Cubic hafnium dioxide surrounds each hafnium ion with eight oxygen neighbours, all at the same distance. The calculation, in the local density approximation (LDA), enlarges this crystal evenly in all directions and records its energy and pressure. The questions below ask how the crystal's resistance to a change of volume depends on the length of its bonds.

Cubic HfO2 (Fm-3m, three-atom cell) at scaled volumes, computed with ABINIT 10.8.3 in the LDA with JTH PAW v2.0 datasets and no spin polarisation. The plane-wave cutoff is 625.9 eV, the k mesh 9×9×9 and the Fermi-Dirac smearing 0.05 eV. Energies are counted from the minimum of the fitted equation of state.

```csv
volume (Å³/atom),energy (meV/atom),pressure (GPa)
10.48,3.08,-5.57
10.71,13.98,-10.93
10.93,31.96,-15.71
11.15,56.27,-19.96
11.38,86.14,-23.75
11.60,120.99,-27.13
11.82,160.35,-30.14
```

### Is any of these crystals at rest?

No row is at rest, because every pressure is negative. A negative pressure means that the crystal would contract if it were released, so something must pull on it from outside to hold it at that volume. Even the smallest cell is under a tension of about 5.6 GPa. The volume at which the tension would vanish, about 10.29 Å³/atom, comes from an equation of state fitted to the seven energies and lies below all of them.

From the first row to the last the volume grows by 12.8 %, yet each Hf–O bond lengthens by only 4.1 %. Volume goes as the cube of length, so a small change of bond length counts about three times. Together with the high stiffness of the crystal, this is why modest stretching of the bonds produces tensions of tens of gigapascals.

### Why do the energy steps grow while the pressure steps shrink?

The volume rises in equal steps, but the energy does not. The first step costs 10.9 meV/atom and the last 39.4 meV/atom. The pressure behaves the other way: its last step is only 0.56 times as large as its first.

The two trends agree once pressure is read as the slope of the energy curve with its sign reversed. The energy paid in each step is the inward pull times the added volume, and since the pull keeps growing, so does the price. The pressure steps show how much pull each step adds, and that amount declines. The crystal thus pulls back harder with every step, but by a smaller increment each time.

### Why does the lattice soften as it is stretched?

The bulk modulus measures how strongly the pressure responds to a relative change of volume. Taken from neighbouring rows, it falls from about 255 GPa in the first step to 158 GPa in the last. Expressed through the bond length, this is a fall with roughly the inverse 14th power. Simple ionic crystals of the same structure and the same ionic charges, compared with one another at their own rest volumes, are expected to follow a much gentler rule. It is the inverse fourth power if the repulsion between the ions is equally steep in all of them.

The difference can be understood from two opposing forces. Ions of opposite charge attract each other over long distances, and this attraction weakens slowly as they separate. Their electron clouds repel each other only where they overlap, and this repulsion dies away quickly. The stiffness comes from the steep repulsion, so it is lost quickly when the ions are drawn apart.

A minimal ionic model makes the argument definite. Let the energy be $E=-A/r+C/r^{n}$, where $r$ is the bond length, $A$ and $C$ set the strengths of attraction and repulsion, and $n$ is well above one. With a volume proportional to $r^3$, differentiating twice gives the bulk modulus

$$B\propto \frac{n(n+3)\,C}{r^{\,n+3}}-\frac{4A}{r^{4}} .$$

The first term is the repulsion and falls steeply; the second is the attraction, which is subtracted and falls slowly. Their difference therefore drops even faster than the repulsion alone.

At the rest length $r_0$ the two forces cancel, which ties $C$ to $A$ and leaves $B\propto (n-1)A/r_0^{4}$. That is the gentle rule for comparing different crystals. It does not apply to a single crystal pulled away from rest, where $A$ and $C$ stay fixed and the balance between them is lost. The model leaves out the covalent part of the Hf–O bond, and the calculation does not split the energy into attraction and repulsion. The model therefore gives a plausible reason why the softening is so rapid, but it does not predict its exact size.

### How wrong is a spring of constant stiffness?

The simplest estimate ignores the softening and treats the crystal as a spring. Its energy is

$$E=\frac{B_0\,(V-V_0)^2}{2V_0},$$

where $V$ is the volume per atom and $V_0$ and $B_0$ are the volume and bulk modulus at rest. The fitted equation of state supplies $V_0=10.293$ Å³/atom and $B_0=290.1$ GPa, which is 1.811 eV/Å³. For the largest cell this gives

$$E=\frac{1.811\times(11.82-10.293)^2}{2\times10.293}\ \text{eV}\approx 0.205\ \text{eV}.$$

The calculation itself gives 0.160 eV/atom, so the spring is 28 % too high. At the smallest volume it is only about 3 % too high, and the error grows with every row. This is the same softening seen from the side of the energy: a real bond resists further stretching less than a spring does. Since $V_0$ and $B_0$ were fitted to these same energies, the comparison tests only the assumption of constant stiffness. The program's output after this text lists the spring energies and the local moduli for all rows.

### Which digits can be trusted?

Energy differences between rows are the firmest numbers here, because they do not depend on where the zero lies. They still rest on usual working values of the cutoff and the k mesh, not on converged limits, and they hold for a lattice without thermal motion. The zero itself is extrapolated, since the fitted minimum lies 1.8 % below the smallest volume computed. The same holds for the bulk modulus at rest, which is better quoted as about 290 GPa than with a decimal. It also describes the wrong state for a stretched cell: near 11.15 Å³/atom the modulus is only about 200 GPa.

The printed pressures carry a different error. They are about 0.4 GPa more negative than the slope of the energies, because the pressure is evaluated with a fixed set of plane waves, whereas the set changes with the cell when the energies are computed. For the smallest cell this is about 7 % of the pressure, so even the first decimal there has no absolute meaning. The offset is nearly the same in every step, however, and largely cancels when pressures are subtracted, so the softening is not its product.

### What would another functional or another metal change?

LDA usually binds solids somewhat too tightly. A gradient-corrected functional would normally move the energy minimum to a larger volume, and a cell of 11.15 Å³/atom would then be under less tension. With LDA the rest volume lies 7.7 % below that cell. That cell is a published crystal structure from the Crystallography Open Database, with a cubic edge of 5.115 Å against 4.98 Å at the calculated minimum. The gap is therefore a real disagreement with experiment, and it is larger than the usual LDA error of a few per cent. Thermal expansion may account for part of it, since pure hafnium dioxide is cubic only at high temperature and the calculation leaves out the motion of the atoms. How much is due to that, to the functional or to the atomic datasets cannot be decided from a single set of settings.

Replacing hafnium by zirconium should change little, since the two ions have the same charge and almost the same size. A larger ion of equal charge would lengthen the bonds and, by the rule for crystals at rest, give a softer oxide. To see that trend, each oxide has to be taken at its own rest volume. At a common volume, the differences in tension would be mixed with the differences in bonding.

### What does the trend mean for a gate dielectric?

Hafnium dioxide insulates the gate of many transistors, where a wide band gap helps to keep electrons from leaking through. In the same calculations the gap falls from 3.80 eV in the smallest cell to 3.47 eV in the largest. A likely reason is that longer bonds weaken both the electrostatic and the covalent separation between the filled oxygen 2p states and the empty hafnium 5d states, though the calculation does not separate the two. These gaps are read from a mesh of k points, which can miss the true band edges, and LDA gaps are generally too small. The direction of the change therefore deserves more trust than the values.

For a device, this suggests that stretching the oxide evenly would narrow its gap as well as lower its stiffness. How much more current would leak also depends on how the bands of the oxide line up with those of the silicon, which was not computed. A real film is usually strained in its plane only, and it may have another crystal structure. Bulk hafnium dioxide is cubic only at high temperature, and the small cell of fixed shape used here cannot distort towards the tetragonal form. The curve therefore tells how stiff the cubic crystal is against a change of volume, but not whether it would remain cubic.

Output of the analysis:

```
Each volume:
    row  Hf-O length in angstrom  spring energy in meV/atom  mesh gap in eV
  10.48                     2.17                      3.175           3.803
  10.71                    2.185                      15.01           3.745
  10.93                      2.2                      35.59           3.688
  11.15                    2.215                      64.92           3.632
  11.38                     2.23                        103           3.578
   11.6                    2.244                      149.9           3.524
  11.82                    2.258                      205.4           3.471
Step from the row before:
    row  middle volume in angstrom^3/atom  energy step in meV/atom  pressure step in GPa  local bulk modulus in GPa  pressure less energy slope in GPa
  10.71                             10.59                     10.9                 -5.36                      254.6                            -0.4201
  10.93                             10.82                    17.98                 -4.78                      231.8                            -0.4043
  11.15                             11.04                    24.31                 -4.25                      210.4                            -0.3723
  11.38                             11.26                    29.87                 -3.79                      191.4                            -0.3993
   11.6                             11.49                    34.85                 -3.38                      174.1                             -0.406
  11.82                             11.71                    39.36                 -3.01                        158                            -0.3613
Rise of volume over the series in %: 12.77
Rise of Hf-O length over the series in %: 4.086
Hf-O length at the extrapolated minimum in angstrom: 2.156
Volume of the given cell above the extrapolated minimum in %: 8.346
Extrapolated minimum below the smallest volume run in %: 1.812
Energy of the given cell above the minimum in meV per formula unit: 168.8
Last energy step over first energy step: 3.611
Last pressure step over first pressure step: 0.5616
Local bulk modulus near the given cell in GPa: 200.9
Fall of local bulk modulus from first to last step in %: 37.93
Inverse power of Hf-O length by which the modulus falls: 14.3
Spring energy too high at the given cell in %: 15.38
Spring energy too high at the largest volume in %: 28.12
Mean of pressure less energy slope in GPa: -0.3939
Shift of zero-pressure volume by that offset in %: 0.1358
Fall of mesh gap over the series in eV: 0.3317
```
